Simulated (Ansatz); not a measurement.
Random displacements in ZnS

All numbers below come from Ansatz 0.2.0, DFT r2SCAN, scalar-relativistic, plane waves, PAW. Cutoff 500 eV, Γ-centred 4×4×4 k-points, Gaussian smearing of 0.05 eV. No spin polarisation. Energies are free energies at this smearing, counted from the undisturbed cell; pressure is positive in compression.

The undisturbed cell (relaxed at this level):

```
CELL_PARAMETERS angstrom
5.38903 0.00000 0.00000
0.00000 -5.38903 0.00000
0.00000 0.00000 -5.38903
ATOMIC_POSITIONS crystal
Zn 0.00000 0.00000 0.00000
Zn 0.50000 0.50000 0.00000
Zn 0.50000 0.00000 0.50000
Zn 0.00000 0.50000 0.50000
S 0.75000 0.75000 0.75000
S 0.25000 0.25000 0.75000
S 0.25000 0.75000 0.25000
S 0.75000 0.25000 0.25000
```

After a displacement of all atoms with no net shift and a strain of the cell, the run gives ΔE = 90.2 meV/atom; stress (xx, yy, zz, yz, xz, xy; compression positive) (4.43, 4.17, 1.91, 0.08, -4.27, 3.54) GPa; gap on the mesh 2.69 eV.

```csv
atom,Fx (eV/Å),Fy,Fz
Zn1,-0.980,-1.359,1.418
Zn2,0.592,-0.325,-0.559
Zn3,-0.136,-0.475,0.705
Zn4,0.790,0.269,1.052
S5,-0.547,-0.464,-1.861
S6,-0.466,0.983,-0.435
S7,1.333,1.370,-1.109
S8,-0.585,0.001,0.789
```

(1) Which displacements (Å, in the unstrained cell) and strain were applied?

Answers

(1)
| atom | ux | uy | uz |
| --- | --- | --- | --- |
| Zn1 | -0.06 | 0.12 | -0.16 |
| Zn2 | 0.00 | 0.00 | 0.09 |
| Zn3 | -0.05 | 0.00 | -0.07 |
| Zn4 | -0.02 | -0.04 | -0.06 |
| S5 | 0.06 | 0.01 | 0.15 |
| S6 | 0.04 | -0.07 | 0.04 |
| S7 | 0.00 | -0.03 | 0.07 |
| S8 | 0.04 | 0.01 | -0.08 |
Strain (Voigt, engineering shear): (-0.0094, -0.0210, 0.0145, 0.0064, 0.0500, -0.0098).

Cost: 1 run of about 0.85 core-minutes, on Intel Xeon Processor @ 2.70GHz (shared hosts).